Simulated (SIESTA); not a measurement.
**Pb under changes of volume**

One of the cells (30.323 Å³/atom); the others are scaled copies at fixed shape and fractional positions:

```xyz
1
Lattice="0.0000 2.4750 2.4750 2.4750 0.0000 2.4750 2.4750 2.4750 0.0000" Properties=species:S:1:pos:R:3 pbc="T T T"
Pb    0.0000    0.0000    0.0000
```

| Item | Value |
| --- | --- |
| Program | SIESTA 5.4.2 |
| Functional | AM05 |
| Potentials or basis | Ansatz (PBEsol files) |
| Basis | SZP (energy shift 0.002 Ry) |
| Grid cutoff | 500 Ry |
| Energy shift | 0.002 Ry |
| k mesh | 9 × 9 × 9 |
| Occupations | fermi-dirac, width 0.05 eV |
| Spin | no spin polarisation |

```csv
volume (Å³/atom),energy over the lowest point (meV/atom),pressure (GPa)
28.503,25.13,4.2
29.110,12.13,2.7
29.716,4.07,1.6
30.323,0.06,0.5
30.929,0.00,-0.5
31.535,3.31,-1.2
32.142,?,?
```

What does the run at 32.142 Å³/atom give?

Energy over the lowest point 9.25 meV/atom; pressure -1.9 GPa.

Worked out: A Birch-Murnaghan fit of order 3 (a polynomial in V^(-2/3)) to the other rows has its minimum at 30.64 Å³/atom with B0 = V·E''(V) = 48 GPa and B' = 4.6. It gives 9.68 meV/atom at 32.142 Å³/atom, against the run's 9.25, and -dE/dV = -2.1 GPa, against -1.9.

Energies are extrapolated to zero smearing.

Caveats: the potentials were made for another functional, which shifts forces and pressure; the basis of atomic orbitals isn't converged, which shifts pressures, moduli and gaps.
